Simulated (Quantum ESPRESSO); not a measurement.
The system is V.

```
V
1.0
    -1.51435    1.51435    1.51435
     1.51435   -1.51435    1.51435
     1.51435    1.51435   -1.51435
V
1
Direct
  0.00000 0.00000 0.00000
```

Base run:

```yaml
Program: Quantum ESPRESSO 7.5
Functional: LDA
Potentials_or_basis: PseudoDojo 0.4.1 SR LDA standard
Cutoff: 1143 eV
Density_cutoff: 4572 eV
k_mesh: 12 × 12 × 12
Occupations: fermi-dirac, width 0.05 eV
Spin: collinear spin, ferromagnetic start
Starting_moments: "[2.0] μB"
```

Its results: band gap on the k mesh none (metal or under the smearing width); pressure -17.6 GPa; net moment 0.00 μB per cell.

**Question.** The run is repeated on the same cell with these changes: functional from LDA to PBE; potentials or basis from PseudoDojo 0.4.1 SR LDA standard to PseudoDojo 0.4.1 SR PBE standard. What comes out?

**Answer.** Band gap on the k mesh none (metal or under the smearing width); pressure -5.2 GPa; net moment 0.00 μB per cell.

Caveats: so large a pressure means that the cell lies far from this level's equilibrium, or that cutoff or potentials fall short (some runs).
